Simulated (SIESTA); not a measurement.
**GaCuSe2 under changes of volume**

One of the cells (21.759 Å³/atom); the others are scaled copies at fixed shape and fractional positions:

```xyz
8
Lattice="-2.8096 2.8096 5.5130 2.8096 -2.8096 5.5130 2.8096 2.8096 -5.5130" Properties=species:S:1:pos:R:3 pbc="T T T"
Se    1.4048   -1.4013    4.1348
Se    1.4013    1.4048    6.8913
Se    1.4048    4.2108   -1.3783
Se    1.4083    1.4048    1.3783
Ga    2.8096    0.0000    2.7565
Ga    0.0000    0.0000    5.5130
Cu    0.0000    2.8096    2.7565
Cu    0.0000    0.0000    0.0000
```

* Program: SIESTA 5.4.2
* Functional: LDA
* Potentials or basis: PseudoDojo 0.4 standard (LDA files)
* Basis: DZP (energy shift 0.003 Ry; two zetas on semicore shells)
* Grid cutoff: 800 Ry
* Energy shift: 0.003 Ry
* k mesh: 5 × 5 × 5
* Occupations: fermi-dirac, width 0.05 eV
* Spin: no spin polarisation

```csv
volume (Å³/atom),energy over the lowest point (meV/atom),pressure (GPa),gap on the mesh (eV),largest force (eV/Å)
20.453,?,?,?,?
20.888,1.26,1.3,0.49,0.527
21.323,0.00,-0.3,0.38,0.493
21.759,2.96,-1.8,0.28,0.464
22.194,9.63,-3.1,0.18,0.435
22.629,19.55,-4.2,0.08,0.410
23.064,32.36,-5.2,none,0.385
```

**Question.** What does the run at 20.453 Å³/atom give?

**Answer.** Energy over the lowest point 7.32 meV/atom; pressure 3.2 GPa; gap on the mesh 0.61 eV; largest force 0.561 eV/Å.

Worked out: A Birch-Murnaghan fit of order 3 (a polynomial in V^(-2/3)) to the other rows has its minimum at 21.23 Å³/atom with B0 = V·E''(V) = 78 GPa and B' = 5.2 at fixed shape and positions, which overstates the stiffness. It gives 7.29 meV/atom at 20.453 Å³/atom, against the run's 7.32, and -dE/dV = 3.2 GPa, against 3.2.

Energies are extrapolated to zero smearing.

Caveats: short orbitals over semicore shells can move pressures by several GPa; the basis of atomic orbitals isn't converged, which shifts pressures, moduli and gaps; an odd mesh through Γ misses points on the zone boundary, where band edges often lie (some runs); the run has no spin polarisation, though such a crystal can be magnetic (some runs). Spin-orbit coupling on Ga, Se is left out.

A gap of «none» marks a metal or a gap under the smearing width.
